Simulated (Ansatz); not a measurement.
# Copper, fcc under PBEsol: structure, energy and stiffness, part 2 of 2

What does PBEsol give for copper in the fcc structure? We relax it, solve it on a dense k-mesh, switch on spin-orbit coupling, then scale the cell to 7 volumes from 88 to 112 % of the relaxed one and try a fit of the equation of state. The k-meshes are 15×15×15 for the relaxation; 25×25×25 for the dense run; 15×15×15 for spin-orbit coupling; 25×25×25 for the volumes. It starts from a deposited cell (COD).

Ansatz 0.2.0; DFT, PBEsol, plane waves (420 eV) with PAW, scalar-relativistic. Earlier steps stand in the parts before.

### Step 6. At 92 % of the relaxed volume

Contents of input.yaml:

```yaml
crystal:
  lattice:
    - [0.0, 1.732567794, 1.732567794]
    - [1.732567794, 0.0, 1.732567794]
    - [1.732567794, 1.732567794, 0.0]
  atoms:
    - { symbol: Cu, position: [0.0, 0.0, 0.0] }
hamiltonian:
  xc: pbesol
  pseudopotentials:
    kind: paw
    azcp:
      Cu: "pseudopotentials/Cu.paw.azcp"
basis:
  ecutwfc: 420
  fft_grid_basis: typed
kpoints:
  mp_grid: { grid: [25, 25, 25], shift: [0, 0, 0] }
magnetization:
  spin_polarized: false
scf:
  occupations: { method: fermi_dirac, width: 0.1 }
output:
  stress: true
```

What it wrote, cut to the lines that bear on the results:

```text
Warning: <dir> the record states the generating functional pbe (its physics header spells it `PBE`), which answers neither for hamiltonian.xc's functional nor for the pbesol family's — results may be inconsistent (PPs are generated against a specific XC)
[...]
Pseudopotentials: kind: paw
Pseudopotential: Cu, paw, valence charge 19, recommended cutoff 420 eV (normal), <dir>
Functional definition: PBEsol
[...]
Crystal: 1 atoms, lattice volume = 10.402 Å³
Basis set: ecut = 420 eV, 181 PW (Γ)
Bands: 14, of which v1, the nominal top of the filled ones, is band 10 counted from 1 (9 counted from 0)
Symmetry: 48 space group operations
Space group: Fm-3m (ITA 225), of the structure as read, at distance tolerance 2.2e-5 Å
k-points: 455 of 15625
[...]
SCF iter   1: F=—  HF=-6588.737322 eV  |F-HF|=—  |Δ(HF+E_count)|=         —  Δρ=2.05e-2  dr2=2.19e-2  ethr=1.77e-3  ⟨swp⟩=5.2  Hψ=32222  notcnv=0
[...]
SCF iter   6: F=-6588.731895 eV  HF=-6588.731895 eV  |F-HF|=5.00e-11  |Δ(HF+E_count)|=   2.27e-9  Δρ=5.01e-7  dr2=5.70e-12  ethr=5.22e-11  ⟨swp⟩=1.9  Hψ=19228  notcnv=0
[...]
SCF converged after 6 iterations
Free energy (F): -6588.731895 eV
[...]
E sigma→0 (E₀):  -6588.727003 eV
Entropy (-TS):   -0.009785 eV (-9.785 meV/atom)
Fermi energy:    19.551168 eV
[...]
--- Stress (GPa, compression-positive) ---
       17.428881       0.000000      -0.000000
        0.000000      17.428881      -0.000000
       -0.000000      -0.000000      17.428881
  P = ⅓ Tr σ = 17.4289 GPa (174.289 kbar)
```

It took 7.6 s on 1 thread of an x86-64 CPU, shared host; peak memory 0.55 GiB.

### Step 7. At 96 % of the relaxed volume

Edit input.yaml of step 6 so:

```diff
@@ -2,5 +2,5 @@
   lattice:
-    - [0.0, 1.732567794, 1.732567794]
-    - [1.732567794, 0.0, 1.732567794]
-    - [1.732567794, 1.732567794, 0.0]
+    - [0.0, 1.7573221069, 1.7573221069]
+    - [1.7573221069, 0.0, 1.7573221069]
+    - [1.7573221069, 1.7573221069, 0.0]
   atoms:
```

What it wrote, cut to the lines that bear on the results:

```text
Warning: <dir> the record states the generating functional pbe (its physics header spells it `PBE`), which answers neither for hamiltonian.xc's functional nor for the pbesol family's — results may be inconsistent (PPs are generated against a specific XC)
[...]
Pseudopotentials: kind: paw
Pseudopotential: Cu, paw, valence charge 19, recommended cutoff 420 eV (normal), <dir>
Functional definition: PBEsol
[...]
Crystal: 1 atoms, lattice volume = 10.854 Å³
Basis set: ecut = 420 eV, 181 PW (Γ)
Bands: 14, of which v1, the nominal top of the filled ones, is band 10 counted from 1 (9 counted from 0)
Symmetry: 48 space group operations
Space group: Fm-3m (ITA 225), of the structure as read, at distance tolerance 2.2e-5 Å
k-points: 455 of 15625
[...]
SCF iter   1: F=—  HF=-6588.772641 eV  |F-HF|=—  |Δ(HF+E_count)|=         —  Δρ=2.07e-2  dr2=2.37e-2  ethr=1.77e-3  ⟨swp⟩=5.2  Hψ=32150  notcnv=0
[...]
SCF iter   6: F=-6588.766891 eV  HF=-6588.766891 eV  |F-HF|=0.00e0  |Δ(HF+E_count)|=  3.62e-10  Δρ=1.15e-7  dr2=4.40e-13  ethr=1.64e-12  ⟨swp⟩=1.2  Hψ=18744  notcnv=0
[...]
SCF converged after 6 iterations
Free energy (F): -6588.766891 eV
[...]
E sigma→0 (E₀):  -6588.761823 eV
Entropy (-TS):   -0.010136 eV (-10.136 meV/atom)
Fermi energy:    18.516624 eV
[...]
--- Stress (GPa, compression-positive) ---
        7.751063       0.000000       0.000000
        0.000000       7.751063       0.000000
        0.000000       0.000000       7.751063
  P = ⅓ Tr σ = 7.7511 GPa (77.511 kbar)
```

Wall time 7.8 s (1 thread of an x86-64 CPU, shared host); peak memory 0.55 GiB.

### Step 8. At 100 % of the relaxed volume

Edit input.yaml of step 7 so:

```diff
@@ -2,5 +2,5 @@
   lattice:
-    - [0.0, 1.7573221069, 1.7573221069]
-    - [1.7573221069, 0.0, 1.7573221069]
-    - [1.7573221069, 1.7573221069, 0.0]
+    - [0.0, 1.7813980043, 1.7813980043]
+    - [1.7813980043, 0.0, 1.7813980043]
+    - [1.7813980043, 1.7813980043, 0.0]
   atoms:
```

What it wrote, cut to the lines that bear on the results:

```text
Warning: <dir> the record states the generating functional pbe (its physics header spells it `PBE`), which answers neither for hamiltonian.xc's functional nor for the pbesol family's — results may be inconsistent (PPs are generated against a specific XC)
[...]
Pseudopotentials: kind: paw
Pseudopotential: Cu, paw, valence charge 19, recommended cutoff 420 eV (normal), <dir>
Functional definition: PBEsol
[...]
Crystal: 1 atoms, lattice volume = 11.306 Å³
Basis set: ecut = 420 eV, 229 PW (Γ)
Bands: 14, of which v1, the nominal top of the filled ones, is band 10 counted from 1 (9 counted from 0)
Symmetry: 48 space group operations
Space group: Fm-3m (ITA 225), of the structure as read, at distance tolerance 2.2e-5 Å
k-points: 455 of 15625
[...]
SCF iter   1: F=—  HF=-6588.783634 eV  |F-HF|=—  |Δ(HF+E_count)|=         —  Δρ=2.10e-2  dr2=2.56e-2  ethr=1.77e-3  ⟨swp⟩=5.3  Hψ=31887  notcnv=0
[...]
SCF iter   6: F=-6588.777586 eV  HF=-6588.777586 eV  |F-HF|=9.09e-13  |Δ(HF+E_count)|=  3.20e-10  Δρ=1.32e-7  dr2=5.91e-13  ethr=2.59e-12  ⟨swp⟩=1.1  Hψ=19239  notcnv=0
[...]
SCF converged after 6 iterations
Free energy (F): -6588.777586 eV
[...]
E sigma→0 (E₀):  -6588.772362 eV
Entropy (-TS):   -0.010448 eV (-10.448 meV/atom)
Fermi energy:    17.567140 eV
[...]
--- Stress (GPa, compression-positive) ---
        0.129764       0.000000       0.000000
        0.000000       0.129764       0.000000
        0.000000      -0.000000       0.129764
  P = ⅓ Tr σ = 0.1298 GPa (1.298 kbar)
```

It took 6.4 s on 1 thread of an x86-64 CPU, shared host; peak memory 0.55 GiB.

### Step 9. At 104 % of the relaxed volume

Edit input.yaml of step 8 so:

```diff
@@ -2,5 +2,5 @@
   lattice:
-    - [0.0, 1.7813980043, 1.7813980043]
-    - [1.7813980043, 0.0, 1.7813980043]
-    - [1.7813980043, 1.7813980043, 0.0]
+    - [0.0, 1.80484014, 1.80484014]
+    - [1.80484014, 0.0, 1.80484014]
+    - [1.80484014, 1.80484014, 0.0]
   atoms:
```

What it wrote, cut to the lines that bear on the results:

```text
Warning: <dir> the record states the generating functional pbe (its physics header spells it `PBE`), which answers neither for hamiltonian.xc's functional nor for the pbesol family's — results may be inconsistent (PPs are generated against a specific XC)
[...]
Pseudopotentials: kind: paw
Pseudopotential: Cu, paw, valence charge 19, recommended cutoff 420 eV (normal), <dir>
Functional definition: PBEsol
[...]
Crystal: 1 atoms, lattice volume = 11.758 Å³
Basis set: ecut = 420 eV, 259 PW (Γ)
Bands: 14, of which v1, the nominal top of the filled ones, is band 10 counted from 1 (9 counted from 0)
Symmetry: 48 space group operations
Space group: Fm-3m (ITA 225), of the structure as read, at distance tolerance 2.3e-5 Å
k-points: 455 of 15625
[...]
SCF iter   1: F=—  HF=-6588.775494 eV  |F-HF|=—  |Δ(HF+E_count)|=         —  Δρ=2.12e-2  dr2=2.76e-2  ethr=1.77e-3  ⟨swp⟩=5.3  Hψ=31699  notcnv=0
[...]
SCF iter   6: F=-6588.769153 eV  HF=-6588.769153 eV  |F-HF|=8.19e-12  |Δ(HF+E_count)|=  6.39e-10  Δρ=3.37e-7  dr2=5.38e-12  ethr=3.97e-12  ⟨swp⟩=1.5  Hψ=19135  notcnv=0
[...]
SCF converged after 6 iterations
Free energy (F): -6588.769153 eV
[...]
E sigma→0 (E₀):  -6588.763789 eV
Entropy (-TS):   -0.010727 eV (-10.727 meV/atom)
Fermi energy:    16.692825 eV
[...]
--- Stress (GPa, compression-positive) ---
       -5.868156       0.000000      -0.000000
        0.000000      -5.868156      -0.000000
        0.000000      -0.000000      -5.868156
  P = ⅓ Tr σ = -5.8682 GPa (-58.682 kbar)
```

Wall time 6.5 s (1 thread of an x86-64 CPU, shared host); peak memory 0.55 GiB.

### Step 10. At 108 % of the relaxed volume

Edit input.yaml of step 9 so:

```diff
@@ -2,5 +2,5 @@
   lattice:
-    - [0.0, 1.80484014, 1.80484014]
-    - [1.80484014, 0.0, 1.80484014]
-    - [1.80484014, 1.80484014, 0.0]
+    - [0.0, 1.8276886433, 1.8276886433]
+    - [1.8276886433, 0.0, 1.8276886433]
+    - [1.8276886433, 1.8276886433, 0.0]
   atoms:
```

What it wrote, cut to the lines that bear on the results:

```text
Warning: <dir> the record states the generating functional pbe (its physics header spells it `PBE`), which answers neither for hamiltonian.xc's functional nor for the pbesol family's — results may be inconsistent (PPs are generated against a specific XC)
[...]
Pseudopotentials: kind: paw
Pseudopotential: Cu, paw, valence charge 19, recommended cutoff 420 eV (normal), <dir>
Functional definition: PBEsol
[...]
Crystal: 1 atoms, lattice volume = 12.211 Å³
Basis set: ecut = 420 eV, 259 PW (Γ)
Bands: 14, of which v1, the nominal top of the filled ones, is band 10 counted from 1 (9 counted from 0)
Symmetry: 48 space group operations
Space group: Fm-3m (ITA 225), of the structure as read, at distance tolerance 2.3e-5 Å
k-points: 455 of 15625
[...]
SCF iter   1: F=—  HF=-6588.752292 eV  |F-HF|=—  |Δ(HF+E_count)|=         —  Δρ=2.13e-2  dr2=2.95e-2  ethr=1.77e-3  ⟨swp⟩=5.2  Hψ=31615  notcnv=0
[...]
SCF iter   6: F=-6588.745672 eV  HF=-6588.745672 eV  |F-HF|=3.64e-12  |Δ(HF+E_count)|=   2.43e-9  Δρ=1.84e-7  dr2=1.05e-12  ethr=1.25e-11  ⟨swp⟩=1.8  Hψ=20188  notcnv=0
[...]
SCF converged after 6 iterations
Free energy (F): -6588.745672 eV
[...]
E sigma→0 (E₀):  -6588.740180 eV
Entropy (-TS):   -0.010983 eV (-10.983 meV/atom)
Fermi energy:    15.885310 eV
[...]
--- Stress (GPa, compression-positive) ---
      -10.577580       0.000000       0.000000
        0.000000     -10.577580      -0.000000
        0.000000      -0.000000     -10.577580
  P = ⅓ Tr σ = -10.5776 GPa (-105.776 kbar)
```

Wall time 6.5 s (1 thread of an x86-64 CPU, shared host); peak memory 0.55 GiB.

### Step 11. At 112 % of the relaxed volume

Edit input.yaml of step 10 so:

```diff
@@ -2,5 +2,5 @@
   lattice:
-    - [0.0, 1.8276886433, 1.8276886433]
-    - [1.8276886433, 0.0, 1.8276886433]
-    - [1.8276886433, 1.8276886433, 0.0]
+    - [0.0, 1.849979726, 1.849979726]
+    - [1.849979726, 0.0, 1.849979726]
+    - [1.849979726, 1.849979726, 0.0]
   atoms:
```

What it wrote, cut to the lines that bear on the results:

```text
Warning: <dir> the record states the generating functional pbe (its physics header spells it `PBE`), which answers neither for hamiltonian.xc's functional nor for the pbesol family's — results may be inconsistent (PPs are generated against a specific XC)
[...]
Pseudopotentials: kind: paw
Pseudopotential: Cu, paw, valence charge 19, recommended cutoff 420 eV (normal), <dir>
Functional definition: PBEsol
[...]
Crystal: 1 atoms, lattice volume = 12.663 Å³
Basis set: ecut = 420 eV, 259 PW (Γ)
Bands: 14, of which v1, the nominal top of the filled ones, is band 10 counted from 1 (9 counted from 0)
Symmetry: 48 space group operations
Space group: Fm-3m (ITA 225), of the structure as read, at distance tolerance 2.3e-5 Å
k-points: 455 of 15625
[...]
SCF iter   1: F=—  HF=-6588.717288 eV  |F-HF|=—  |Δ(HF+E_count)|=         —  Δρ=2.15e-2  dr2=3.13e-2  ethr=1.77e-3  ⟨swp⟩=5.2  Hψ=31475  notcnv=0
[...]
SCF iter   6: F=-6588.710404 eV  HF=-6588.710404 eV  |F-HF|=4.55e-12  |Δ(HF+E_count)|=   3.01e-9  Δρ=3.25e-7  dr2=6.47e-12  ethr=2.58e-11  ⟨swp⟩=2.0  Hψ=19730  notcnv=0
[...]
SCF converged after 6 iterations
Free energy (F): -6588.710404 eV
[...]
E sigma→0 (E₀):  -6588.704792 eV
Entropy (-TS):   -0.011224 eV (-11.224 meV/atom)
Fermi energy:    15.137463 eV
[...]
--- Stress (GPa, compression-positive) ---
      -14.261902       0.000000       0.000000
        0.000000     -14.261902       0.000000
        0.000000       0.000000     -14.261902
  P = ⅓ Tr σ = -14.2619 GPa (-142.619 kbar)
```

Wall time 5.9 s (1 thread of an x86-64 CPU, shared host); peak memory 0.56 GiB.

### Step 12. The equation of state

The cell was scaled evenly, with its shape and the fractional positions fixed.

| V (Å³/atom) | E − E₀ (meV/atom) | P from the stress (GPa) | P from the fit (GPa) |
| --- | --- | --- | --- |
| 9.949 | 111.0 | 29.73 | 29.68 |
| 10.402 | 45.3 | 17.43 | 17.36 |
| 10.854 | 10.5 | 7.75 | 7.69 |
| 11.306 | 0.0 | 0.13 | 0.08 |
| 11.758 | 8.6 | -5.87 | -5.91 |
| 12.211 | 32.2 | -10.58 | -10.62 |
| 12.663 | 67.6 | -14.26 | -14.32 |

Fit (Birch-Murnaghan, third order): V₀ = 11.312 Å³/atom, B₀ = 168 GPa, B₀′ = 5.0, largest residual 0.02 meV/atom.

Fit and stress differ a little: one follows E(σ → 0), the other the smeared free energy.

### Step 13. Summary of results

The summary covers parts 1 to 2.

| quantity | value |
| --- | --- |
| space group (spins left aside) | Fm-3m (No. 225) |
| conventional cell | a = 3.563 Å |
| volume | 11.306 Å³/atom |
| shortest distance | 2.519 Å |
| against the deposited volume | -4.3 % (11.810 Å³/atom) |
| gap on the mesh | none (levels filled in part) |
| V₀, B₀, B₀′ | 11.312 Å³/atom, 168 GPa, 5.0 |

**Reading.** PBEsol puts the volume 4.3 % below the deposited one. Part of the miss is zero-point motion and any thermal expansion in the deposited cell. Levels at the Fermi energy are filled in part, as in a metal. The total energy of the spin-orbit run lies -0.36 eV/atom from the scalar one, but the two kinds of run don't share a zero of energy: only differences within one kind count. B₀ comes out at 168 GPa.
